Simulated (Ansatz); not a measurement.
# TiPbO3: reading a single point

```
Pb Ti O
1.0
     3.91528    3.91528    0.00000
     0.00000    3.91528    3.91528
     3.91528    0.00000    3.91528
Pb Ti O
2 2 6
Direct
  0.00000 0.00000 0.00000
  0.50000 0.50000 0.50000
  0.25000 0.25000 0.25000
  0.75000 0.75000 0.75000
  0.00000 0.50000 0.00000
  0.50000 0.00000 0.50000
  0.00000 0.00000 0.50000
  0.50000 0.50000 0.00000
  0.00000 0.50000 0.50000
  0.50000 0.00000 0.00000
```

Method: PBE, no spin polarisation; PAW, plane waves to 420 eV, 6×6×6 Γ-centred mesh, fermi-dirac occupations (width 0.1 eV) (Ansatz 0.2.0), atoms fixed.

**Charges.** Bader charges in e: Ti +2.25, Pb +1.40, O -1.22. In the mean Ti gives up most and O takes most.
**Stress.** The pressure is 7.4 GPa (compression positive), so with the atoms held at these fractions the cell would first expand.
**Electronic structure.** The gap is 1.61 eV, indirect (the least direct gap found is 1.61 eV). A semilocal functional usually gives too small a gap.
**Contacts.** Ti–O at 1.96 Å: least valence density 0.70 e/Å³ and ELF 0.20 there. Pb–O at 2.77 Å: least valence density 0.18 e/Å³ and ELF 0.11 there, a closed-shell (ionic or weak) contact. These are pseudo-fields; inside the PAW spheres they differ from the all-electron ones.
**Band edges.** Within 0.7 eV of the edges, the states project mainly on O p (86 %) below the gap and on Ti d (91 %) above it.

Origin: a database entry at a rescaled volume. Caveats: no spin-orbit coupling, which can shift this gap by tenths of an eV.
